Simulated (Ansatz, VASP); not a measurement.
# BN in VASP and in Ansatz

```
CELL_PARAMETERS angstrom
0.00000 2.88310 2.14652
1.24543 0.00000 2.14652
1.24543 2.88310 0.00000
ATOMIC_POSITIONS crystal
B 0.00033 0.00033 0.99967
N 0.66637 0.66637 0.33363
```

Alike in both runs: task single point; functional PBEsol; k mesh 12 × 12 × 12; occupations gaussian, width 0.02 eV; no spin polarisation.

|  | VASP | Ansatz |
| --- | --- | --- |
| version | VASP 6.6.1 | Ansatz 0.2.0 |
| potentials or method | VASP PAW PBE potentials, release 64 (B, N) | scalar-relativistic, plane waves, PAW |
| plane-wave cutoff (eV) | 520 | 420 |
| valence electrons in the cell | 8 | 8 |

Ansatz gave:

```
gap on the k mesh at the Fermi level (eV)       : 2.44
least direct gap on the mesh (eV)               : 4.52
pressure (GPa)                                  : 10.0
largest component of the traceless stress (GPa) : 0.01
```

Problem. Which values does VASP return?

Solution. gap on the k mesh at the Fermi level (eV): 2.43; least direct gap on the mesh (eV): 4.51; pressure (GPa): 10.4; largest component of the traceless stress (GPa): 0.56.

With one functional, cell and mesh, what is left measures potentials, basis and numerics.

Caveats: the PAW data sets were made with another functional, which shifts forces and pressure a little (VASP). A k mesh can miss the band edges.
